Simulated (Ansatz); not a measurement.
# Starting-point dependence of the GW gap of BaTiO3 (P4mm), part 2 of 2

One-shot GW is not self-consistent; how far does the start matter for BaTiO3 (P4mm)?

Ansatz 0.2.0; G0W0 on several functionals, plane waves, PAW. Known limits of the many-body steps: not at the basis limit; no spin-orbit coupling; coarse k mesh.

So far. Step 2 (G0W0 on PBE): The gap on the mesh goes from 1.86 eV to 3.33 eV, a correction of +1.47 eV. Between the two edge states, bare exchange in place of the xc potential would open the gap by 12.75 eV, and correlation takes back 11.28 eV.

In doubt: masses and optical values from hybrid runs of this build are listed as unsure (steps 3, 4), which bears on the screening that GW takes from such a start.

## (3) G0W0 on HSE06

One-shot GW remembers its start. Another functional's orbitals and levels show by how much.

This step: G0W0 on HSE06, plane waves, PAW.

Contents of input.yaml:

```yaml
crystal:
  lattice:
    - [3.99048, 0.0, 0.0]
    - [0.0, 3.99048, 0.0]
    - [0.0, 0.0, 4.02303]
  atoms:
    - { symbol: Ba, position: [0.0, 0.0, 0.0] }
    - { symbol: Ti, position: [0.5, 0.5, 0.522] }
    - { symbol: O, position: [0.5, 0.5, 0.979] }
    - { symbol: O, position: [0.5, 0.0, 0.488] }
    - { symbol: O, position: [0.0, 0.5, 0.488] }
kpoints:
  mp_grid: { grid: [4, 4, 4] }
hamiltonian:
  xc: hse06
scf:
  occupations: { method: fixed }
gw:
  n_empty_bands: 191
  ecut_chi: 120
  qp_bands: [v2, c2]
  qp_kpoints: band_edges
  screening: { model: contour_deformation }
```

Run with:

```console
> ansatz run input.yaml --threads 3 --pin off --max-ram 92160MiB --backend cuda --events-out ev --progress --plain --runs-dir out --devices 1 --max-vram 13GiB
```

Numbers of over 12 decimals in the logs are rounded to 6 here.

Output:

```text
GPUs: using 1 of 1 available (devices: 1).
[...]
davidson cushion auto → on  (no smearing: the cushion is to keep the highest requested band from converging to the state above it; pin scf.eigensolver.cushion to override)
[...]
GPU FFT provider: cuFFT
GPU libraries: cuBLAS 13.8.2, cuFFT 12.4.0, cuSOLVER 12.3.4
Crystal: 5 atoms, lattice volume = 64.062 Å³
Basis set: ecut = 420 eV, 1245 PW (Γ)
Bands: 25, of which v1, the nominal top of the filled ones, is band 20 counted from 1 (19 counted from 0)
Symmetry: 8 space group operations
[...]
k-points: 18 of 64 (time reversal used)
[...]
GPU buffer pool allocated for 19683 grid points (all kernels)
[...]
SCF iter   1: F=—  HF=-10159.572710 eV  |F-HF|=—  |Δ(HF+E_count)|=         —  Δρ=1.48e-3  dr2=7.60e-4  ethr=1.77e-3  ⟨swp⟩=7.8  Hψ=2254  notcnv=0
[...]
SCF iter   2: F=-10159.576748 eV  HF=-10159.576831 eV  |F-HF|=8.26e-5  |Δ(HF+E_count)|=   4.12e-3  Δρ=8.44e-4  dr2=3.11e-4  ethr=1.90e-6  ⟨swp⟩=7.7  Hψ=2290  notcnv=0  defer=2
SCF 1 stopped early in 2 iterations: F = -10159.576748 eV  dr2 = 3.11e-4
[...]
GPU FFT provider: cuFFT
GPU libraries: cuBLAS 13.8.2, cuFFT 12.4.0, cuSOLVER 12.3.4
[...]
GPU buffer pool allocated for 19683 grid points (all kernels)
[...]
Free energy (F): -10163.475258 eV
Frozen-core exchange: fock
[...]
Internal energy: -10163.475258 eV  (E = F + TS)
E sigma→0 (E₀):  -10163.475258 eV
Fermi energy:    9.383566 eV
[...]
--- Band table (eV; the first three rows and the last of 18) ---
  k-point 0: bands = [... 16 lower, 8.0924, 8.9408, 9.0529, 9.0529, 12.6688, 13.0216]
  k-point 1: bands = [... 16 lower, 7.6935, 7.9912, 8.8443, 8.8443, 12.7421, 13.8681]
  k-point 2: bands = [... 16 lower, 7.3000, 7.3463, 8.6548, 8.6548, 12.8189, 14.6597]
  k-point 17: bands = [... 16 lower, 6.8640, 9.1964, 9.1964, 9.3836, 15.3377, 15.3377]
  guard bands above this table: 3 of the run's 25 bands. The solve was not asked for them (output.publish_guard_bands: true or output.eigenvalues: true publishes all)
[...]
0    19      9.0529   -25.7902     3.9966   -22.1052  0.7700     9.3635     9.3646  root
     0    20      9.0529   -25.7902     3.9966   -22.1052  0.7700     9.3635     9.3646  root
     0    21     12.6688   -11.8997    -5.9978   -18.5601  0.7782    13.3366    13.3314  root
     0    22     13.0216   -12.4623    -5.6977   -18.8796  0.7771    13.7473    13.7411  root
     1    19      8.8443   -25.7697     4.1057   -21.9693  0.7684     9.1485     9.1495  root
     1    20      8.8443   -25.7697     4.1057   -21.9693  0.7684     9.1485     9.1495  root
     1    21     12.7421   -12.0298    -6.0805   -18.7831  0.7758    13.4204    13.4149  root
     1    22     13.8681   -13.4028    -5.9665   -20.1274  0.7611    14.6342    14.6262  root
[...]
17    19      9.1964   -25.8939     4.3672   -21.8682  0.7634     9.5364     9.5378  root
    17    20      9.3836   -25.9668     4.4099   -21.9191  0.7618     9.7443     9.7459  root
    17    21     15.3377   -14.2194    -6.8790   -21.8314  0.7280    16.0813    16.0706  root
    17    22     15.3377   -14.2194    -6.8790   -21.8314  0.7280    16.0813    16.0706  root
```

The job ended after 67 s (1 × NVIDIA H100 80GB HBM3 (shared by 6 runs) with 3 threads of AMD EPYC 7R13 (Zen 3), shared host; peak memory 1.5 GiB).

Numbers from this step:

| Item | Value |
| --- | --- |
| bands summed | 211 |
| RPA ε∞ on this mesh (eigenvalues) | 4.345, 4.582, 4.582 |
| plane waves in the screening matrix | 179 |
| q-points in the mesh | 64 |
| G0W0 gap on the mesh | 3.586 eV |
| k of the valence top | -0.5, -0.5, -0.5 |
| k of the conduction bottom | 0, 0, 0 |
| starting gap on the mesh | 3.285 eV |
| Z at the valence top | 0.7618 |
| Z at the conduction bottom | 0.7782 |
| least direct G0W0 gap on the computed points | 3.967 eV |

Against the run with 4×4×4 mesh, 191 empty bands, screening to 120 eV on PBE, the gap moves by +0.26 eV, while the start moved by +1.43 eV.

## (4) G0W0 on PBE0

This step: G0W0 on PBE0, plane waves, PAW.

Changes to input.yaml since step 3:

```diff
@@ -14,3 +14,3 @@
 hamiltonian:
-  xc: hse06
+  xc: pbe0
 scf:
```

Output:

```text
GPUs: using 1 of 1 available (devices: 1).
[...]
GPU FFT provider: cuFFT
GPU libraries: cuBLAS 13.8.2, cuFFT 12.4.0, cuSOLVER 12.3.4
Crystal: 5 atoms, lattice volume = 64.062 Å³
Basis set: ecut = 420 eV, 1245 PW (Γ)
Bands: 25, of which v1, the nominal top of the filled ones, is band 20 counted from 1 (19 counted from 0)
Symmetry: 8 space group operations
[...]
k-points: 18 of 64 (time reversal used)
[...]
1    21     13.0982   -12.0132    -5.9282   -18.3943  0.7888    13.5532    13.5511  root
     1    22     14.2426   -13.3813    -5.8062   -19.7217  0.7755    14.7801    14.7768  root
[...]
17    19      8.8052   -25.8990     4.2295   -22.2724  0.7772     9.4045     9.4081  root
    17    20      8.9927   -25.9725     4.2719   -22.3244  0.7757     9.6126     9.6165  root
    17    21     15.7276   -14.2123    -6.6661   -21.4153  0.7459    16.2690    16.2645  root
    17    22     15.7276   -14.2123    -6.6661   -21.4153  0.7459    16.2690    16.2645  root
[key lines of the parts left out:]
Free energy (F): -10162.960113 eV
Fermi energy:    8.992682 eV
```

Wall time 36 s (1 × NVIDIA H100 80GB HBM3 (shared by 6 runs) with 3 threads); peak memory 1.5 GiB; 36 s of CPU time.

This step gave:

| Quantity | Value |
| --- | --- |
| bands summed | 211 |
| RPA ε∞ on this mesh (eigenvalues) | 4.075, 4.263, 4.263 |
| plane waves in the screening matrix | 179 |
| G0W0 gap on the mesh | 3.849 eV |
| k of the valence top | -0.5, -0.5, -0.5 |
| k of the conduction bottom | 0, 0, 0 |
| starting gap on the mesh | 4.031 eV |
| least direct G0W0 gap on the computed points | 4.223 eV |

Against the run with 4×4×4 mesh, 191 empty bands, screening to 120 eV on HSE06, the gap moves by +0.26 eV, while the start moved by +0.75 eV.

## (5) Side by side

All on the 4×4×4 mesh with 191 empty bands and screening to 120 eV. Times are wall times on 1 × NVIDIA H100 80GB HBM3 (shared by 6 runs) with 3 threads of AMD EPYC 7R13 (Zen 3), shared host, good to a factor of about two.

| start | starting gap (eV) | shift (eV) | G0W0 gap (eV) | RPA ε∞ (harmonic mean) | Z (valence, conduction) | time |
| --- | --- | --- | --- | --- | --- | --- |
| PBE | 1.86 | +1.47 | 3.33 | 6.05 | 0.72, 0.74 | 21 s |
| HSE06 | 3.29 | +0.30 | 3.59 | 4.50 | 0.76, 0.78 | 67 s |
| PBE0 | 4.03 | −0.18 | 3.85 | 4.20 | 0.78, 0.79 | 36 s |

The parts of the quasiparticle energy at the two band edges (eV; QP = start + Σx + Σc − Vxc):

| run | edge | start | Σx | Σc | Vxc | Z | QP |
| --- | --- | --- | --- | --- | --- | --- | --- |
| PBE | valence top | 10.40 | -25.89 | 4.82 | -20.80 | 0.72 | 10.14 |
| PBE | conduction bottom | 12.26 | -12.54 | -6.46 | -20.21 | 0.74 | 13.46 |
| HSE06 | valence top | 9.38 | -25.97 | 4.41 | -21.92 | 0.76 | 9.75 |
| HSE06 | conduction bottom | 12.67 | -11.90 | -6.00 | -18.56 | 0.78 | 13.33 |
| PBE0 | valence top | 8.99 | -25.97 | 4.27 | -22.32 | 0.78 | 9.62 |
| PBE0 | conduction bottom | 13.02 | -11.88 | -5.85 | -18.17 | 0.79 | 13.47 |

For a hybrid start, Vxc holds its share of exact exchange.

## (6) Results

```yaml
g0w0_pbe: 3.33 eV (start 1.86 eV)
g0w0_hse06: 3.59 eV (start 3.29 eV)
g0w0_pbe0: 3.85 eV (start 4.03 eV)
known_limits: not at the basis limit; no spin-orbit coupling; coarse k mesh
```

**Reading.** The starting gaps span 2.18 eV and the G0W0 gaps 0.52 eV. Between PBE and PBE0, 0.52 eV of the 2.18 eV survives, 24 %. PBE0 screens less than PBE (ε∞ 4.20 against 6.05). Of the 0.52 eV by which its G0W0 gap is higher, the correlation part gives +1.16 eV, and exchange with the one-particle terms, which follow the orbitals, −0.64 eV. On PBE0 the correction is negative: that start lies above its own G0W0 value. The smallest correction, −0.18 eV, is on PBE0, the start nearest to reproducing itself. Bands and cutoff are finite, so the gap is not at the basis limit. The miss can reach some tenths of an eV and take either sign; the mesh is an error of its own. The 4×4×4 mesh is coarse for this cell (its supercell is 16 Å along the shortest edge). The RPA ε∞ on it, from the PBE start, is 5.65 and 6.26; such meshes misread the long-range screening, most where the gap is narrow. The program warns that the mesh is coarse for exact exchange, which bears on the hybrid start's gap. The many-body steps are scalar-relativistic: spin-orbit coupling is not in them.

[Paths, hosts, dates, memory and timing lines, banners, echoed tables and standing remarks are left out of the program output.]

[Logs are printed without paths, hosts, clocks, repeated set-up lines and the standing remarks that a program may print on its own settings, such as how far it seeks lower states.]

[Runs of the session that timed out or met a known fault of the program may be left out.]

[Cells called generated may have been cut or substituted from an entry of the Crystallography Open Database or the Materials Project.]

[Hosts, paths, dates, database ids (printed as entryN), source tags and the programs' standing remarks are cut or masked in the printed files.]
